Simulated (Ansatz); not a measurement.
**SiO2: 17O NMR of the central transition**

Cell: a computed structure from the Materials Project (it need not be an observed phase).

```cif
data_SiO2
_symmetry_space_group_name_H-M 'I-43m'
_symmetry_Int_Tables_number 217
_cell_length_a 8.9170
_cell_length_b 8.9170
_cell_length_c 8.9170
_cell_angle_alpha 90.000
_cell_angle_beta 90.000
_cell_angle_gamma 90.000
loop_
_atom_site_label
_atom_site_type_symbol
_atom_site_symmetry_multiplicity
_atom_site_Wyckoff_symbol
_atom_site_fract_x
_atom_site_fract_y
_atom_site_fract_z
Si Si 12 d 0.2500 0.0000 0.5000
O O 24 g 0.8529 0.1471 0.5155
```

One atom of each set is listed; the run and its k-mesh use a cell of 18 atoms with edges of 7.72, 7.72, 7.72 Å.

The numbers come from a DFT calculation in Ansatz (r2SCAN, plane waves and PAW, scalar-relativistic, 500 eV cutoff, Γ-centred 4×4×4 k-points, Fermi–Dirac smearing 0.02 eV).

17O has I = 5/2 and Q = -25.58 mb (Pyykkö 2018); at 16.4 T its Larmor frequency is ν₀ = 94.7 MHz. Only the quadrupole interaction is simulated: positions count from each site's isotropic chemical shift, and J coupling is left out, as are shift anisotropy and dipolar coupling, which fast spinning averages.

Simulated pattern of one O site (fast magic-angle spinning, Gaussian broadening 0.2 kHz):

(offset (kHz), height): (-5.981, 0), (-5.801, 1), (-5.620, 5), (-5.440, 6), (-5.260, 6), (-5.079, 6), (-4.899, 6), (-4.719, 6), (-4.538, 6), (-4.358, 7), (-4.178, 7), (-3.997, 7), (-3.817, 14), (-3.637, 56), (-3.456, 81), (-3.276, 60), (-3.096, 48), (-2.915, 44), (-2.735, 41), (-2.555, 40), (-2.374, 40), (-2.194, 40), (-2.014, 41), (-1.833, 43), (-1.653, 45), (-1.473, 50), (-1.292, 58), (-1.112, 78), (-0.932, 100), (-0.751, 59), (-0.571, 8), (-0.391, 0)

**Question.** Which |C_Q| and η does the pattern imply?

**Answer.** The pattern spans 5.04 kHz before broadening and its centre of gravity is at -2.30 kHz, which fixes P_Q; the places of the horns and steps fix η. That gives P_Q = 6.02 MHz, |C_Q| = 6.02 MHz and η = 0.08. The sign of C_Q can't be read from the pattern.

At O V_zz points along the line of its two bonds (within 1°).
